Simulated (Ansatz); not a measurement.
# Worked example: the enthalpy of formation of C2H2Cl2 (trans-1,2-dichloroethylene)

The species is C2H2Cl2 (6 atoms), meant as a singlet with charge 0. SMILES: `Cl/C=C/Cl`. Geometry: relaxed at PBE0-D4/def2-TZVP.

Total energies at PBE0/def2-SVPD (Ansatz 0.2.0); the atoms run unrestricted:

```
species    state  energy (Eh)
C2H2Cl2  singlet  -997.059306
     Cl  doublet  -459.846493
      C  triplet   -37.761463
      H  doublet    -0.500291
```

Harmonic wavenumbers at PBE0-D4/def2-TZVP, in cm⁻¹: 217, 239, 358, 812, 854, 873, 937, 1217, 1299, 1670, 3232, 3234.

Measured heats of formation of the gaseous atoms at 298.15 K, in kJ/mol: Cl 121.3, C 716.9, H 218.0. Spin-orbit lowering of the atoms at 298 K (mean of the ground term's levels less their thermal mean, from spectra), in kJ/mol: Cl 3.44, C 0.02. Take 1 Eh = 2625.50 kJ/mol, 1 cm⁻¹ = 0.0119627 kJ/mol, RT = 2.479 kJ/mol.

Question: Work out the heat of formation of the gas at 298 K.

Answer: 
1. Electronic atomisation energy: 2 × (-459.846493) + 2 × (-37.761463) + 2 × (-0.500291) − (-997.059306) = 0.842812 Eh = 2212.8 kJ/mol.
2. Zero-point energy: half the sum of the wavenumbers, 7471 cm⁻¹ = 89.4 kJ/mol.
3. Thermal vibrational enthalpy, Σ hcν̃/(exp(hcν̃/kT) − 1): 4.4 kJ/mol. Translation, rotation and pV of a non-linear molecule: 4 RT = 9.9 kJ/mol.
4. The 6 free atoms carry 5/2 RT each: 37.2 kJ/mol.
5. Spin-orbit coupling lowers the free atoms by 2 × 3.44 + 2 × 0.02 = 6.9 kJ/mol.
6. Atomisation enthalpy at 298 K: 2212.8 − 6.9 − 89.4 − 4.4 − 9.9 + 37.2 = 2139.4 kJ/mol.
7. Sum of the atoms' heats of formation: 2112.4 kJ/mol. Heat of formation: 2112.4 − 2139.4 = -27.0 kJ/mol.

The tabulated value is +5.0 kJ/mol (CRC Handbook of Chemistry and Physics), so this level is off by -32.0 kJ/mol, or 1.5 % of the atomisation enthalpy that the table implies (2107.3 kJ/mol). Anharmonicity and any spin-orbit splitting of the molecule are left out.
